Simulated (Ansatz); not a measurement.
# How the conductance of Cu/hBN/Ni changes with thickness, part 6 of 6

How fast does the current through Cu/hBN/Ni fall with each added layer? The lower electrode is Cu fcc(111), the upper one Ni fcc(111); the barrier is hBN sheets (three sheets in the relaxed core). In the first transport cell, after relaxation, the nearest pair of electrode and barrier is Cu–N at 2.88 Å, along the normal, too long for a bond, at the lower face and Ni–N at 2.07 Å, along the normal, at the upper one. A gap without bonds adds to the barrier. All share a net of side 2.567 Å, which strains the lower electrode by +0.0 %, the upper one by +3.1 % and the barrier by +2.3 %, against typed lattice constants near PBE's. The first steps treat the bulk electrodes alone.

Ansatz 0.2.0; PBE+D3(BJ) DFT, plane waves, PAW files (the session's first sound run).

So far, conductance g0 of the junction (G₀): step 7 (conductance on a fine mesh, 27 atoms) 3.4e-4; step 9 (35 atoms, atomic planes in the barrier 7, gap between the …) 2.8e-9.

## 10. The series together

Times are for 4 threads of Arm Neoverse V2, shared host. The runs compared:

```csv
no.,gap between the electrodes (Å),junction conductance (S/m²),resistance-area product beyond the leads (Ω um²),time,memory (GiB)
1,4.88,2.35e14,0.003449,7.3 min,3.1
2,11.37,4.67e11,2.139,9.5 min,3.5
3,17.86,1.23e9,810.1,11 min,4.0
4,24.34,3827200,261290,13 min,4.6
```

The runs together, line t_junction_0_up. t_junction_0_up against energy, zero at the Fermi level:

```csv
energy (eV),4.88,11.37,17.86,24.34
-0.260,0.157,3.5e-4,9.8e-7,2.9e-9
-0.223,0.156,3.5e-4,9.8e-7,3.0e-9
-0.185,0.156,3.5e-4,9.9e-7,3.1e-9
-0.147,0.155,3.5e-4,9.9e-7,3.1e-9
-0.110,0.154,3.4e-4,9.7e-7,3.0e-9
-0.072,0.155,3.4e-4,9.9e-7,3.1e-9
-0.035,0.161,3.5e-4,1.0e-6,3.2e-9
0.003,0.160,3.5e-4,1.0e-6,3.2e-9
0.040,0.159,3.5e-4,1.0e-6,3.2e-9
0.077,0.161,3.5e-4,1.1e-6,3.3e-9
0.115,0.160,3.5e-4,1.1e-6,3.4e-9
0.152,0.160,3.6e-4,1.1e-6,3.5e-9
0.190,0.166,3.6e-4,1.2e-6,3.6e-9
0.228,0.164,3.6e-4,1.2e-6,3.5e-9
0.265,0.162,3.6e-4,1.1e-6,3.5e-9
```

## 11. Decay with thickness

This step: Fit of the logarithm of the conductance against the barrier's thickness, from PBE DFT, plane waves, PAW files (Ansatz 0.2.0).

No new run: the logarithm is fitted against the thickness.

Numbers from this step:

```yaml
decay_constant_of_the_conductance: 0.92 Å⁻¹
r_m_s_misfit_of_ln_g: 0.11
```

From the end points alone, β = ln(2.35e+14 / 3.83e+06) / 19.46 Å = 17.93 / 19.46 Å = 0.92 Å⁻¹.

## 12. The same cell, other settings, 27 atoms

This step: PBE DFT, plane waves, PAW files; ballistic transmission by layer matching between semi-infinite leads; changed: output.transmission.leads = null, output.transmission.kmesh = [14, 14] (Ansatz 0.2.0).

System of this step: Cu/hBN/Ni. The cell holds 27 atoms: 8 Cu, 3 B, 3 N and 13 Ni. Cell: a = 2.567 Å, b = 2.567 Å, c = 63.105 Å, α = 90.0°, β = 90.0°, γ = 120.0°. Regions: left electrode, 8 atoms (8 Cu); barrier, 6 atoms (3 B and 3 N); right electrode, 13 atoms (13 Ni). Vacuum lies along c.

This run repeats an earlier one, its twin (the spectrum run, 3 atomic planes between the electrodes), with two settings changed (output.transmission.kmesh, output.transmission.leads; files written aside). It is meant to test whether the mesh across the current is converged and whether the program finds a usable lead, or takes the one named. Where the input is shown as a difference, that is against the step before, not the twin.

Contents of input.yaml:

```yaml
crystal:
  lattice:
    - [2.567, 0.0, 0.0]
    - [-1.2835, 2.2230872115, 0.0]
    - [0.0, 0.0, 63.1050870196]
  atoms:
    - { symbol: Cu, position: [0.66666667, 0.33333333, 0.1109260811] }
    - { symbol: Cu, position: [0.0, 0.0, 0.1431018818] }
    - { symbol: Cu, position: [0.33333333, 0.66666667, 0.1752776826] }
    - { symbol: Cu, position: [0.66666667, 0.33333333, 0.2074534833] }
    - { symbol: Cu, position: [0.0, 0.0, 0.239629284] }
    - { symbol: Cu, position: [0.33333333, 0.66666667, 0.2718050848] }
    - { symbol: Cu, position: [0.66666667, 0.33333333, 0.3039808855] }
    - { symbol: Cu, position: [0.0, 0.0, 0.3360431647] }
    - { symbol: B, position: [0.66666667, 0.33333333, 0.3814799693] }
    - { symbol: "N", position: [0.0, 0.0, 0.3816997785] }
    - { symbol: "N", position: [0.66666667, 0.33333333, 0.4337025064] }
    - { symbol: B, position: [0.0, 0.0, 0.4337128072] }
    - { symbol: B, position: [0.66666667, 0.33333333, 0.4853500329] }
    - { symbol: "N", position: [0.0, 0.0, 0.483409675] }
    - { symbol: Ni, position: [0.0, 0.0, 0.5162018165], spin: 0.7 }
    - { symbol: Ni, position: [0.33333333, 0.66666667, 0.5472790331], spin: 0.7 }
    - { symbol: Ni, position: [0.66666667, 0.33333333, 0.5783512955], spin: 0.7 }
    - { symbol: Ni, position: [0.0, 0.0, 0.6094235578], spin: 0.7 }
    - { symbol: Ni, position: [0.33333333, 0.66666667, 0.6404958202], spin: 0.7 }
    - { symbol: Ni, position: [0.66666667, 0.33333333, 0.6715680825], spin: 0.7 }
    - { symbol: Ni, position: [0.0, 0.0, 0.7026403449], spin: 0.7 }
    - { symbol: Ni, position: [0.33333333, 0.66666667, 0.7337126072], spin: 0.7 }
    - { symbol: Ni, position: [0.66666667, 0.33333333, 0.7647848695], spin: 0.7 }
    - { symbol: Ni, position: [0.0, 0.0, 0.7958571319], spin: 0.7 }
    - { symbol: Ni, position: [0.33333333, 0.66666667, 0.8269293942], spin: 0.7 }
    - { symbol: Ni, position: [0.66666667, 0.33333333, 0.8580016566], spin: 0.7 }
    - { symbol: Ni, position: [0.0, 0.0, 0.8890739189], spin: 0.7 }
magnetization:
  spin_polarized: true
kpoints:
  mp_grid: { grid: [12, 12, 1] }
scf:
  occupations: { method: fermi_dirac, width: 0.1 }
  max_iter: 150
hamiltonian:
  xc: pbe
output:
  transmission: { kmesh: [14, 14], e_range: [-4, 2], de: 0.1 }
  dos: { projected: true, e_range: [-6, 5], de: 0.05 }
  write_potential: true
  write_density: true
  volumetric_format: npy
```

On the command line:

```sh
ansatz run input.yaml --threads 4 --pin off --max-ram 12288MiB --backend cpu --events-out ev --progress --plain --runs-dir out
```

Numbers of over 12 decimals in the logs are rounded to 6 here.

Log:

```text
[...]
Crystal: 27 atoms, lattice volume = 360.120 Å³
Basis set: ecut = 420 eV, 7225 PW (Γ)
Bands: 252, of which v1, the nominal top of the filled ones, is band 205 counted from 1 (204 counted from 0)
Symmetry: 6 space group operations
[...]
k-points: 19 of 144 (time reversal used)
[...]
Starting moments: Σ|m| = 9.1 μB on 13 of 27 sites
[...]
SCF iter   1: F=—  HF=-130536.710119 eV  |F-HF|=—  |Δ(HF+E_count)|=         —  Δρ=1.85e-1 (↑1.67e-1 ↓1.85e-1)  dr2=1.51e4  dr2_m=7.61e0  M=1.709 μB ∫|m|=1.993 μB  β_m=0.30  ethr=3.10e-3  ⟨swp⟩=6.2  Hψ=36630  notcnv=0  defer=366
[...]
SCF iter  22: F=-130542.585832 eV  HF=-130542.585832 eV  |F-HF|=8.95e-8  |Δ(HF+E_count)|=   5.01e-9  Δρ=7.19e-7 (↑3.38e-7 ↓7.19e-7)  dr2=9.06e-8  dr2_m=2.38e-10  M=8.369 μB ∫|m|=9.594 μB  ethr=2.44e-11  ⟨swp⟩=10.8  Hψ=40714  notcnv=0
SCF 1 converged in 22 iterations: F = -130542.585832 eV  dr2 = 9.06e-8
[...]
transmission: 695 of 6912 steps passed
transmission: 1383 of 6912 steps passed
[...]
transmission: 6912 of 6912 steps passed
[...]
SCF converged after 22 iterations
Magnetization: 8.3686 μB (209.1843 up, 200.8157 down)
Absolute magnetization: 9.6040 μB (∫|ρ↑−ρ↓|, with the PAW one-centre terms)
[...]
Per-site moments (μB) at R_I (Å): [(-7.606527087619948e-7, 1.036947), (5.914712571323999e-8, 1.036947), (2.4432362861773603e-7, 1.036947), (2.641175161343673e-7, 1.036947), (1.0954549315357369e-7, 1.036947), (1.4654879963367176e-7, 1.036947), (5.849698650823167e-7, 1.034562), (-2.985110119795953e-7, 1.034562), (3.6245614264006115e-6, 0.611376), (-1.1147665777129577e-6, 0.611376), (0.00051006, 0.611349), (2.9577323063 [...]
Free energy (F): -130542.585832 eV
[...]
Internal energy: -130541.772139 eV  (E = F + TS)
E sigma→0 (E₀):  -130542.178985 eV
Entropy (-TS):   -0.813693 eV (-30.137 meV/atom)
Fermi energy:    11.724670 eV
[...]
--- Band table (eV; the first three rows and the last of 38) ---
  k-point 0 ↑: bands = [... 201 lower, 10.4746, 10.4808, 10.4808, 10.5060, 10.5060, 10.6076, 10.6076, 10.7549, ... 43 higher]
  k-point 1 ↑: bands = [... 201 lower, 10.5063, 10.5279, 10.5293, 10.5428, 10.5519, 10.6078, 10.6352, 10.6754, ... 43 higher]
  k-point 2 ↑: bands = [... 201 lower, 10.5461, 10.5582, 10.6229, 10.6510, 10.6655, 10.7070, 10.7149, 10.8068, ... 43 higher]
  k-point 18 ↓: bands = [... 201 lower, 13.4820, 13.7796, 13.9565, 14.8489, 14.8522, 14.8714, 15.0196, 15.0273, ... 43 higher]
--- Transmission ---
  basis      : 55 plane waves across, 99 finite elements along
  points     : 24, standing for a mesh of 14 x 14
[...]
channels       : 8.112245e-1 up, 8.112245e-1 down
[...]
slowest decay  : 0.0815 /Å at (0.0714, 0.0000)
[...]
channels       : 6.632653e-1 up, 1.943878e0 down
[...]
slowest decay  : 0.0724 /Å at (0.4286, 0.0714)
  junction   : crystal 0 to crystal 1, 14.80 to 42.67 Å
    transmission   : 3.268043e-4 up, 3.100984e-4 down
[...]
junction   : crystal 0 to crystal 0, 14.80 to 75.88 Å
    transmission   : 3.881325e-14 up, 4.246325e-14 down
[...]
junction   : crystal 1 to crystal 0, 44.63 to 75.88 Å
    transmission   : 3.466993e-11 up, 4.461824e-11 down
[...]
junction   : crystal 1 to crystal 1, 44.63 to 105.77 Å
    transmission   : 2.043783e-12 up, 1.829397e-12 down
[...]
```

Wall time 9.8 min (4 threads of Arm Neoverse V2, shared host); peak memory 4.5 GiB; 38 min of CPU time.

Residual by cycle:

cycle, log10 residual and a bar from the least value:
```
        1        4.2 ##############################
        3        3.3 ############################
        5        1.3 ######################
        7        0.1 ###################
        9       -0.2 ##################
       11       -2.1 #############
       12       -2.7 ############
       14       -3.6 #########
       16       -5.2 #####
       18       -6.0 ###
       20       -5.7 ####
       22       -7.0
```

The run finished with changed settings (output.transmission.leads = null and output.transmission.kmesh = [14, 14]); it serves as a test.

The transmission at the Fermi level, both spins, is 6.4e-4 against 6.9e-4 in the twin: a change of -8 %.

The two runs compared:

```csv
quantity,this run,sound run,difference
"transmission at the Fermi level, spin up",3.268e-4,3.599e-4,-3.3e-5
"transmission at the Fermi level, spin down",3.101e-4,3.320e-4,-2.2e-5
```

The two runs differ clearly in the transmission at the Fermi level, spin up: 3.3e-4 against 3.6e-4.

## 13. The same cell, other settings, 23 atoms

This step: LDA DFT, plane waves, PAW files; ballistic transmission by layer matching between semi-infinite leads; changed: crystal.symmetry = {"detect": false}, accuracy = "low", hamiltonian.xc = "lda" (Ansatz 0.2.0).

System of this step: Cu/hBN/Ni. The cell holds 23 atoms: 8 Cu, 1 B, 1 N and 13 Ni. Cell: a = 2.567 Å, b = 2.567 Å, c = 56.619 Å, α = 90.0°, β = 90.0°, γ = 120.0°. Regions: left electrode, 8 atoms (8 Cu); barrier, 2 atoms (1 B and 1 N); right electrode, 13 atoms (13 Ni). Vacuum lies along c.

This run repeats an earlier one, its twin (the conductance run, 1 atomic planes between the electrodes), with three settings changed (hamiltonian.xc, crystal.symmetry.detect, accuracy; files written aside). It is meant to test how much rests on the functional, whether the numerical route changes the result or only the time and how the run responds. Where the input is shown as a difference, that is against the step before, not the twin.

Contents of input.yaml:

```yaml
crystal:
  lattice:
    - [2.567, 0.0, 0.0]
    - [-1.2835, 2.2230872115, 0.0]
    - [0.0, 0.0, 56.6185163845]
  atoms:
    - { symbol: Cu, position: [0.66666667, 0.33333333, 0.1236344653] }
    - { symbol: Cu, position: [0.0, 0.0, 0.1594965266] }
    - { symbol: Cu, position: [0.33333333, 0.66666667, 0.1953585879] }
    - { symbol: Cu, position: [0.66666667, 0.33333333, 0.2312206492] }
    - { symbol: Cu, position: [0.0, 0.0, 0.2670827105] }
    - { symbol: Cu, position: [0.33333333, 0.66666667, 0.3029447718] }
    - { symbol: Cu, position: [0.66666667, 0.33333333, 0.3388068331] }
    - { symbol: Cu, position: [0.0, 0.0, 0.3745423672] }
    - { symbol: B, position: [0.66666667, 0.33333333, 0.4263885203] }
    - { symbol: "N", position: [0.0, 0.0, 0.424225863] }
    - { symbol: Ni, position: [0.0, 0.0, 0.4607748768], spin: 0.7 }
    - { symbol: Ni, position: [0.33333333, 0.66666667, 0.4954124934], spin: 0.7 }
    - { symbol: Ni, position: [0.66666667, 0.33333333, 0.5300445881], spin: 0.7 }
    - { symbol: Ni, position: [0.0, 0.0, 0.5646766827], spin: 0.7 }
    - { symbol: Ni, position: [0.33333333, 0.66666667, 0.5993087774], spin: 0.7 }
    - { symbol: Ni, position: [0.66666667, 0.33333333, 0.6339408721], spin: 0.7 }
    - { symbol: Ni, position: [0.0, 0.0, 0.6685729667], spin: 0.7 }
    - { symbol: Ni, position: [0.33333333, 0.66666667, 0.7032050614], spin: 0.7 }
    - { symbol: Ni, position: [0.66666667, 0.33333333, 0.737837156], spin: 0.7 }
    - { symbol: Ni, position: [0.0, 0.0, 0.7724692507], spin: 0.7 }
    - { symbol: Ni, position: [0.33333333, 0.66666667, 0.8071013454], spin: 0.7 }
    - { symbol: Ni, position: [0.66666667, 0.33333333, 0.84173344], spin: 0.7 }
    - { symbol: Ni, position: [0.0, 0.0, 0.8763655347], spin: 0.7 }
  symmetry: { detect: false }
magnetization:
  spin_polarized: true
kpoints:
  mp_grid: { grid: [12, 12, 1] }
scf:
  occupations: { method: fermi_dirac, width: 0.1 }
  max_iter: 150
hamiltonian:
  xc: lda
output:
  transmission:
    kmesh: [36, 36]
    e_range: [-0.26, 0.27]
    de: 0.0375
    leads: [[3, 4], [16, 17]]
accuracy: low
```

Log:

```text
Engine: ansatz 0.2.0, aarch64-unknown-linux-gnu
Pseudopotentials: kind: paw
Pseudopotential: Cu, paw, valence charge 19, recommended cutoff 420 eV (normal), Cu.paw.azcp
Pseudopotential: B, paw, valence charge 3, recommended cutoff 420 eV (normal), B.paw.azcp
Pseudopotential: N, paw, valence charge 5, recommended cutoff 420 eV (normal), N.paw.azcp
Pseudopotential: Ni, paw, valence charge 18, recommended cutoff 420 eV (normal), Ni.paw.azcp
Functional definition: SPW92
  exchange = slater_x
  correlation = pw_c
Crystal: 23 atoms, lattice volume = 323.103 Å³
Basis set: ecut = 420 eV, 6459 PW (Γ)
Bands: 242, of which v1, the nominal top of the filled ones, is band 197 counted from 1 (196 counted from 0)
Symmetry: 1 space group operations
k-points: 74 of 144 (time reversal used)
Non-local potential: Cu, projectors of the file, l = 0: 3, l = 1: 2, l = 2: 3, l = 3: 1
Non-local potential: B, projectors of the file, l = 0: 2, l = 1: 2, l = 2: 1
Non-local potential: N, projectors of the file, l = 0: 2, l = 1: 2, l = 2: 1
Non-local potential: Ni, projectors of the file, l = 0: 3, l = 1: 2, l = 2: 3, l = 3: 1
PAW form: soft (Blöchl's): semilocal exchange-correlation on the pseudo side does not see the compensation charge
PAW frozen core: Cu, regenerated for the run's functional, and the local potential with it (the file was generated under x = pbe(κ = 0.804, μ = 0.219515), c = pbe(β = 0.066725))
PAW frozen core: B, regenerated for the run's functional, and the local potential with it (the file was generated under x = pbe(κ = 0.804, μ = 0.219515), c = pbe(β = 0.066725))
PAW frozen core: N, regenerated for the run's functional, and the local potential with it (the file was generated under x = pbe(κ = 0.804, μ = 0.219515), c = pbe(β = 0.066725))
PAW frozen core: Ni, regenerated for the run's functional, and the local potential with it (the file was generated under x = pbe(κ = 0.804, μ = 0.219515), c = pbe(β = 0.066725))
PAW one-centre angular grid: Cu, 590 points (default); XC on 64 Gauss nodes
PAW one-centre angular grid: B, 110 points (default); XC on 64 Gauss nodes
PAW one-centre angular grid: N, 110 points (default); XC on 64 Gauss nodes
PAW one-centre angular grid: Ni, 590 points (default); XC on 64 Gauss nodes
Initial density: superposition of atomic densities (neutral atoms: chi_scale 0, normalization atom)
Starting moments: Σ|m| = 9.1 μB on 13 of 23 sites
Initial wavefunctions: pseudopotential atomic-orbital guess
Functional: x = slater, c = lda
SCF iter   1: F=—  HF=-128016.344398 eV  |F-HF|=—  |Δ(HF+E_count)|=         —  Δρ=1.98e-1 (↑1.83e-1 ↓1.98e-1)  dr2=1.16e4  dr2_m=8.77e0  M=1.311 μB ∫|m|=1.497 μB  β_m=0.30  ethr=3.10e-3  ⟨swp⟩=6.5  Hψ=139271  notcnv=0  defer=1684
Mixer restart at iter 1: flushing history
preconditioner: auto → LDOS  [metal: Δε(μ)=0.000 eV  Ē_g=8.047 eV  σ=0.100 eV  W_gap=0.00  n_scr=50 (ndim 8)  ℏωp=31.1 eV  f_vac=0.203  D(μ)=43.86/eV (n_scr^D=604)]
[...]
SCF iter   4: F=—  HF=-128020.559014 eV  |F-HF|=—  |Δ(HF+E_count)|=    3.20e0  Δρ=3.52e-2 (↑3.52e-2 ↓2.01e-2)  dr2=3.43e2  dr2_m=7.29e-1  M=6.631 μB ∫|m|=7.151 μB  β_m=0.42  ethr=3.10e-3  ⟨swp⟩=2.1  Hψ=57062  notcnv=0  defer=3802
SCF iter   5: F=—  HF=-128022.929362 eV  |F-HF|=—  |Δ(HF+E_count)|=    2.37e0  Δρ=2.84e-2 (↑2.84e-2 ↓1.78e-2)  dr2=2.52e1  dr2_m=3.28e-1  M=7.025 μB ∫|m|=7.746 μB  β_m=0.39  ethr=3.10e-3  ⟨swp⟩=2.1  Hψ=42956  notcnv=0  defer=3972
SCF iter   6: F=—  HF=-128021.256812 eV  |F-HF|=—  |Δ(HF+E_count)|=    1.67e0  Δρ=1.79e-2 (↑1.06e-2 ↓1.79e-2)  dr2=2.06e1  dr2_m=2.17e-1  M=7.709 μB ∫|m|=8.571 μB  β_m=0.48  ethr=3.10e-3  ⟨swp⟩=2.2  Hψ=55140  notcnv=0  defer=3986
SCF iter   7: F=—  HF=-128022.042465 eV  |F-HF|=—  |Δ(HF+E_count)|=   7.86e-1  Δρ=8.18e-3 (↑5.09e-3 ↓8.18e-3)  dr2=2.31e0  dr2_m=7.86e-2  M=7.727 μB ∫|m|=8.563 μB  β_m=0.50  ethr=3.10e-3  ⟨swp⟩=2.0  Hψ=40947  notcnv=0  defer=4016
SCF iter   8: F=—  HF=-128022.208757 eV  |F-HF|=—  |Δ(HF+E_count)|=   1.66e-1  Δρ=7.98e-3 (↑3.96e-3 ↓7.98e-3)  dr2=1.32e0  dr2_m=4.01e-2  M=7.887 μB ∫|m|=8.730 μB  β_m=0.43  ethr=5.87e-4  ⟨swp⟩=2.0  Hψ=51650  notcnv=0  defer=3995
SCF iter   9: F=—  HF=-128022.241637 eV  |F-HF|=—  |Δ(HF+E_count)|=   3.29e-2  Δρ=3.52e-3 (↑1.24e-3 ↓3.52e-3)  dr2=6.38e-1  dr2_m=9.57e-3  M=7.942 μB ∫|m|=8.791 μB  β_m=0.61  ethr=3.36e-4  ⟨swp⟩=2.0  Hψ=42227  notcnv=0  defer=3981
[...]
SCF iter  20: F=—  HF=-128022.254515 eV  |F-HF|=—  |Δ(HF+E_count)|=   9.43e-9  Δρ=1.31e-6 (↑1.31e-6 ↓1.21e-6)  dr2=1.08e-7  dr2_m=1.85e-9  M=7.947 μB ∫|m|=8.812 μB  β_m=0.40  ethr=5.29e-11  ⟨swp⟩=1.3  Hψ=37017  notcnv=0  defer=3957
SCF iter  21: F=—  HF=-128022.254515 eV  |F-HF|=—  |Δ(HF+E_count)|=   3.16e-9  Δρ=1.99e-6 (↑8.46e-7 ↓1.99e-6)  dr2=5.27e-7  dr2_m=2.10e-9  M=7.947 μB ∫|m|=8.812 μB  β_m=0.50  ethr=2.75e-11  ⟨swp⟩=1.2  Hψ=36467  notcnv=0  defer=3957
SCF iter  22: F=—  HF=-128022.254515 eV  |F-HF|=—  |Δ(HF+E_count)|=  8.59e-10  Δρ=1.24e-6 (↑7.60e-7 ↓1.24e-6)  dr2=1.05e-7  dr2_m=2.86e-10  M=7.947 μB ∫|m|=8.812 μB  β_m=0.43  ethr=2.75e-11  ⟨swp⟩=1.1  Hψ=35945  notcnv=0  defer=3957
iter 23 did not close the SCF: its close was put off for the exchange–correlation potential of the local minority spin (scf_convergence_deferred on its scf_iter line)
SCF iter  23: F=-128022.254515 eV  HF=-128022.254515 eV  |F-HF|=5.52e-8  |Δ(HF+E_count)|=  2.91e-10  Δρ=9.17e-7 (↑4.25e-7 ↓9.17e-7)  dr2=5.51e-8  dr2_m=3.72e-10  M=7.947 μB ∫|m|=8.812 μB  β_m=0.43  ethr=2.54e-11  ⟨swp⟩=11.5  Hψ=130146  notcnv=0
iter 24 met the thresholds in force, and the SCF goes on: an eigenvalue changes by 20.97 meV, over its tolerance of 1.00 meV (output.eigenvalues, Limitations)
SCF iter  24: F=-128022.254515 eV  HF=-128022.254515 eV  |F-HF|=4.32e-9  |Δ(HF+E_count)|=   7.42e-9  Δρ=4.48e-7 (↑1.88e-7 ↓4.48e-7)  dr2=5.77e-9  dr2_m=6.34e-11  M=7.947 μB ∫|m|=8.812 μB  β_m=0.42  ethr=1.40e-11  ⟨swp⟩=2.1  Hψ=80535  notcnv=0
iter 25 met the thresholds in force, and the SCF goes on: an eigenvalue changes by 26.12 meV, over its tolerance of 1.00 meV (output.eigenvalues, Limitations)
SCF iter  25: F=-128022.254515 eV  HF=-128022.254515 eV  |F-HF|=8.25e-9  |Δ(HF+E_count)|=  7.57e-10  Δρ=4.75e-7 (↑1.24e-7 ↓4.75e-7)  dr2=8.01e-9  dr2_m=1.01e-10  M=7.947 μB ∫|m|=8.812 μB  β_m=1.00  ethr=1.46e-12  ⟨swp⟩=1.1  Hψ=73191  notcnv=0
Mixer restart at iter 25: flushing history
```

Run time: 25 min. Hardware: 4 threads; peak memory 7.3 GiB.

Residual by cycle:

cycle, log10 residual and a bar from the least value:
```
        1        4.1 ##############################
        3        3.2 ############################
        5        1.4 #######################
        8        0.1 ####################
       10       -1.0 #################
       12       -2.8 #############
       14       -3.6 ###########
       16       -4.8 ########
       18       -6.0 #####
       21       -6.3 ####
       23       -7.3 ##
       25       -8.1
```

The run was cut off at its time limit.

After 25 cycles the residual stands at 8.0e-9.

## 14. Results

- 1/G at 4.88 Å gap: 0.00425 Ω um²
- 1/G at 24.3 Å gap: 2.6e5 Ω um²
- decay constant β: 0.92 Å⁻¹

A fit of ln G against d gives β = 0.92 Å⁻¹, and step by step the slopes are 0.96, 0.91 and 0.89 Å⁻¹. They agree within a fifth, so G falls as one exponential, by a factor of ten every 2.5 Å. At the Fermi level the layers of the barrier in the wide-window run (3 planes) hold from 0.0024 to 0.047 states an eV and atom. A semilocal functional narrows gaps, which tends to make the decay too slow. The program's largest error estimate on these conductances is 8.9 %, from the mesh across the current. No spin-orbit coupling, phonons, disorder or image charges enter; the interfaces are ordered, one cell wide and lattice-matched by strain. Semilocal gaps are too small, which can bring a band edge of the barrier nearer to the Fermi level than it is.

[Logs are printed without paths, hosts, clocks, repeated set-up lines and the standing remarks that a program may print on its own settings, such as how far it seeks lower states.]

[Hosts, paths, dates, database ids (printed as entryN), source tags and the programs' standing remarks are cut or masked in the printed files.]
